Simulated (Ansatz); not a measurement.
**PbSe (antiNiAs structure)**

The computed numbers are results of PBE, scalar-relativistic (no spin polarisation) in the plane-wave PAW code Ansatz at 420 eV, Γ-centred 8×8×6 mesh, 0.05 eV Gaussian smearing; PAW files: Ansatz's generated set soft_2.

```
Pb Se
1.0
     4.27099    0.00000    0.00000
    -2.13550    3.69879    0.00000
     0.00000    0.00000    7.64401
Pb Se
2 2
Cartesian
  0.0000 2.4659 1.9110
  2.1355 1.2329 5.7330
  0.0000 0.0000 0.0000
  0.0000 0.0000 3.8220
```

This is a trial structure; measured cells of the compound in the Crystallography Open Database are in space group Fm-3m (rock salt).

The cell is relaxed to zero pressure at this level.

The cell has space group P6_3/mmc (read at 0.01 Å). In it the stress is 0.00, 0.00, 0.02, 0.00, 0.00, 0.00 GPa and the largest force component 0.000 eV/Å. Each change below starts from this cell, without further relaxation. Stress is in GPa, positive in compression, in the order xx, yy, zz, yz, xz, xy; energies are counted from the cell above.

Question: What happens when atom 2 (Pb) is moved by 0.05 Å along y?

Answer: The energy changes by 2.0 meV per cell, and the force on it along the shift is -0.082 eV/Å (−F/u = 1.65 eV/Å²). Stress: -0.04, 0.06, 0.04, 0.00, 0.00, 0.00. The gap on the mesh goes from 0.21 eV to 0.19 eV.
```
atom  Fx (eV/Å)      Fy      Fz
 Pb1      0.000   0.025   0.000
 Pb2      0.000  -0.082   0.000
 Se3      0.000   0.029   0.004
 Se4      0.000   0.029  -0.004
```
In a harmonic crystal the energy would rise by −½F·u = ½ × 1.65 × 0.05² eV = 2.1 meV, which matches.

Question: What happens when atom 2 (Pb) is moved by 0.12 Å along x?

Answer: The energy changes by 11.7 meV per cell, and the force on it along the shift is -0.197 eV/Å (−F/u = 1.65 eV/Å²). Stress: 0.08, 0.05, 0.12, 0.00, 0.00, -0.12. The gap on the mesh goes from 0.21 eV to 0.19 eV.
```tsv
atom	Fx (eV/Å)	Fy	Fz
Pb1	0.057	-0.002	0.000
Pb2	-0.197	0.007	0.000
Se3	0.070	-0.003	0.021
Se4	0.070	-0.003	-0.021
```
In a harmonic crystal the energy would rise by −½F·u = ½ × 1.65 × 0.12² eV = 11.8 meV, which matches.

Question: What stress follows from an engineering strain of 3 % in xy, atoms carried along?

Answer: 0.01, 0.03, 0.03, 0.00, 0.00, -0.36 GPa; the energy changes by 4.1 meV per cell. The gap on the mesh goes from 0.21 eV to 0.13 eV (close to the smearing width).
```tsv
atom	Fx (eV/Å)	Fy	Fz
Pb1	0.022	-0.003	0.000
Pb2	-0.022	0.003	0.000
Se3	0.000	0.000	0.000
Se4	0.000	0.000	0.000
```
The change of the stress over the strain gives a clamped-atom stiffness of about 12.1 GPa for this component.
In a harmonic crystal the energy would rise by V(½Cε² − σ₀ε), with σ₀ the stress of the unstrained cell, = 4.1 meV, which matches.

Question: What stress follows from an engineering strain of 1 % in yz, atoms carried along?

Answer: 0.01, 0.01, 0.02, -0.23, 0.00, 0.00 GPa; the energy changes by 0.9 meV per cell.
The change of the stress over the strain gives a clamped-atom stiffness of about 23 GPa for this component.

Question: All atoms and the cell are disturbed at random:
```xyz
4
Lattice="4.2758 0.0219 -0.0270 -2.1189 3.7338 0.0237 -0.0484 0.0210 7.5850" Properties=species:S:1:pos:R:3 pbc="T T T"
Pb   -0.1288    2.6497    1.8260
Pb    2.0806    1.3427    5.6939
Se    0.1875   -0.1074   -0.0313
Se   -0.0549   -0.0977    3.8855
```
Give the energy change, the stress and the forces.

Answer: 199.1 meV per cell; stress 0.89, 0.83, 2.04, -0.98, 1.31, -0.40 GPa. The gap on the mesh goes from 0.21 eV to 0.27 eV.
| atom | Fx (eV/Å) | Fy | Fz |
| --- | --- | --- | --- |
| Pb1 | 0.507 | -0.440 | 0.660 |
| Pb2 | 0.126 | -0.265 | -0.392 |
| Se3 | -0.691 | 0.455 | 0.028 |
| Se4 | 0.058 | 0.250 | -0.295 |

Question: All atoms and the cell are disturbed at random:
```
CELL_PARAMETERS angstrom
4.26005 -0.02783 0.05860
-2.15413 3.74171 -0.05287
0.10488 -0.04871 7.66579
ATOMIC_POSITIONS crystal
Pb 0.32346 0.66827 0.24945
Pb 0.65526 0.33921 0.74741
Se 0.01920 0.99161 0.98787
Se 0.00207 0.00090 0.51527
```
Give the energy change, the stress and the forces.

Answer: 95.5 meV per cell; stress 0.17, 0.01, 0.03, 0.16, -0.54, 0.37 GPa.
| atom | Fx (eV/Å) | Fy | Fz |
| --- | --- | --- | --- |
| Pb1 | 0.062 | -0.004 | -0.080 |
| Pb2 | 0.200 | -0.013 | -0.008 |
| Se3 | -0.217 | 0.022 | 0.709 |
| Se4 | -0.046 | -0.004 | -0.622 |

These numbers lack spin–orbit coupling.
